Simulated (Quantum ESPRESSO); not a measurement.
K: changing the dispersion correction

The cell as given:

```
K
1.0
    -2.69756    2.69756    2.69756
     2.69756   -2.69756    2.69756
     2.69756    2.69756   -2.69756
K
1
Direct
  0.00000 0.00000 0.00000
```

Kept alike: task relaxation of cell and atoms; functional revPBE; k mesh 7 × 7 × 7; occupations fermi-dirac, width 0.05 eV; no spin polarisation. Program: Quantum ESPRESSO, PseudoDojo 0.4.1 SR PBE standard, cutoff 1007 eV. The mesh is that of the run's cell of 1 atom. No spin-orbit coupling.

| dispersion correction | volume (Å³/atom) |
| --- | --- |
| D2 | 69.858 |
| D3(zero) | 73.063 |
| D3(BJ) | 70.272 |
| D4 | 75.766 |
| none | 78.519 |
| rVV10 | 75.071 |

Stopped at the starting cell, within the stress tolerance: none. The relaxations keep at least the cell's symmetry (Im-3m). For a metal such a mesh leaves the last digits unconverged. Relaxations stop with a little pressure left, so the last digits of a volume or edge aren't settled. All rows use potentials made for PBE.

What does the dispersion correction change here?

The volume runs from 69.858 (D2) to 78.519 Å³/atom (none). Against no correction: D2 -11.0 %; D3(zero) -6.9 %; D3(BJ) -10.5 %; D4 -3.5 %; rVV10 -4.4 %. Dispersion terms mostly attract and so lower the volume; the schemes' coefficients and damping set how far. Measured: 75.88 Å³/atom at 293.15 K (a printed reference work); nearest D4, 0.11 Å³/atom off. The runs are for a static lattice.
